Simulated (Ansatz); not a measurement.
A plane-wave DFT run in Ansatz 0.2.0 (scalar-relativistic PAW potentials unless the input names others): input and command.

```yaml
crystal:
  lattice:
    - [4.5739887585, 0.0, 0.0]
    - [-2.2869943793, 3.9611904615, 0.0]
    - [0.0, 0.0, 15.7666734685]
  atoms:
    - { symbol: Pb, position: [0.0, 0.0, 0.0] }
    - { symbol: Te, position: [0.6666666667, 0.3333333333, 0.1223459758] }
    - { symbol: Pb, position: [0.3333333333, 0.6666666667, 0.25] }
    - { symbol: Te, position: [0.6666666667, 0.3333333333, 0.3776540242] }
    - { symbol: Pb, position: [0.0, 0.0, 0.5] }
    - { symbol: Te, position: [0.3333333333, 0.6666666667, 0.6223459758] }
    - { symbol: Pb, position: [0.6666666667, 0.3333333333, 0.75] }
    - { symbol: Te, position: [0.3333333333, 0.6666666667, 0.8776540242] }
basis:
  ecutwfc: 420
kpoints:
  mp_grid: { grid: [3, 3, 2] }
hamiltonian:
  xc: pbe
scf:
  occupations: { method: gaussian, width: 0.02 }
  eigensolver: { kind: davidson }
output:
  forces: true
  eigenvalues: true
  stress: true
```

```bash
ansatz run input.yaml --threads 1 --pin off --max-ram 2560MiB --backend cpu --events-out ev --progress --plain --runs-dir out
```

Abridged log:
```
Basis set: ecut = 420 eV, 5651 PW (Γ), exchange–correlation on 64×64×216 points (8 copies of the dense FFT grid, shifted against one another)
Bands: 72, of which v1, the nominal top of the filled ones, is band 60 counted from 1 (59 counted from 0)
Symmetry: 24 space group operations
k-points: 6 of 18
SCF iter   1: F=—  HF=-75548.261285 eV  |F-HF|=—  |Δ(HF+E_count)|=         —  Δρ=9.35e-4  dr2=5.38e-3  ethr=1.77e-3  ⟨swp⟩=7.2  Hψ=1708  notcnv=0
SCF iter   2: F=—  HF=-75548.264110 eV  |F-HF|=—  |Δ(HF+E_count)|=   2.82e-3  Δρ=4.46e-4  dr2=7.58e-4  ethr=4.48e-6  ⟨swp⟩=4.5  Hψ=1365  notcnv=0
SCF iter   3: F=—  HF=-75548.264741 eV  |F-HF|=—  |Δ(HF+E_count)|=   6.31e-4  Δρ=1.83e-4  dr2=1.41e-4  ethr=6.32e-7  ⟨swp⟩=3.8  Hψ=867  notcnv=0
automatic band count: iteration 3 solves 68 bands in place of 72: the levels show a gap, and the empty bands left out lie too high to hold charge; the band table lists the bands solved (type scf.n_extra_bands for more)
SCF iter   4: F=—  HF=-75548.264883 eV  |F-HF|=—  |Δ(HF+E_count)|=   1.42e-4  Δρ=4.83e-5  dr2=1.33e-5  ethr=1.07e-8  ⟨swp⟩=4.2  Hψ=1779  notcnv=0
SCF iter   5: F=—  HF=-75548.264878 eV  |F-HF|=—  |Δ(HF+E_count)|=   4.63e-6  Δρ=1.44e-5  dr2=1.33e-6  ethr=1.07e-8  ⟨swp⟩=4.2  Hψ=886  notcnv=0
SCF iter   6: F=—  HF=-75548.264880 eV  |F-HF|=—  |Δ(HF+E_count)|=   2.17e-6  Δρ=5.49e-6  dr2=1.41e-7  ethr=1.10e-9  ⟨swp⟩=4.8  Hψ=967  notcnv=0
SCF iter   7: F=-75548.264881 eV  HF=-75548.264881 eV  |F-HF|=3.49e-10  |Δ(HF+E_count)|=   1.41e-7  Δρ=1.58e-6  dr2=1.23e-8  ethr=1.18e-10  ⟨swp⟩=5.0  Hψ=1093  notcnv=0
SCF 1 converged in 7 iterations: F = -75548.264881 eV  dr2 = 1.23e-8
  Residual-converged pass: ⟨swp⟩=3.8  Hψ=1012  notcnv=0  max |occ|·‖R‖ = 6.3e-6 eV (tolerance 6.7e-6 eV) dr2=1.31e-8  dr2_onsite=4.06e-9  max |Δocc| = 2.0e-244
SCF converged after 7 iterations
Free energy (F): -75548.264881 eV
Harris-Foulkes:  -75548.264881 eV  (|F-HF|=3.49e-10)
Internal energy: -75548.264881 eV  (E = F + TS)
E sigma→0 (E₀):  -75548.264881 eV
Fermi energy:    8.257978 eV
--- Forces (eV/Å), atoms counted from 1 ---
  atom   1  Pb     0.00000000     0.00000000     0.00000000
  atom   2  Te     0.00000000     0.00000000    -0.02222050
  atom   3  Pb     0.00000000     0.00000000     0.00000000
  atom   4  Te     0.00000000     0.00000000     0.02222050
  atom   5  Pb     0.00000000     0.00000000     0.00000000
  atom   6  Te     0.00000000     0.00000000    -0.02222050
  atom   7  Pb     0.00000000     0.00000000     0.00000000
  atom   8  Te     0.00000000     0.00000000     0.02222050
--- Stress (GPa, compression-positive) ---
        0.340449       0.000000       0.000000
        0.000000       0.340449       0.000000
        0.000000       0.000000      -0.511261
  P = ⅓ Tr σ = 0.0565 GPa (0.565 kbar)
```

Apart from outputs, empty bands and the relaxation, which only the reference makes, the input differs from a reference run on usual settings in kpoints.mp_grid.grid: [6, 6, 3] → [3, 3, 2]; scf.eigensolver.kind: not typed → "davidson". The reference, at the same geometry, ended its own course with pressure -0.02 GPa, largest force 0.007 eV/Å, gap on the mesh 0.50 eV. This run converged in 7 SCF iterations with an energy at zero smearing 11.95 meV/atom above the reference's, pressure 0.06 GPa, largest force 0.022 eV/Å, gap on the mesh 0.94 eV. Its k mesh is looser than usual, and the result moved.

It took 10 s on 1 thread of Arm Neoverse V2 (shared host), peak memory 0.52 GiB.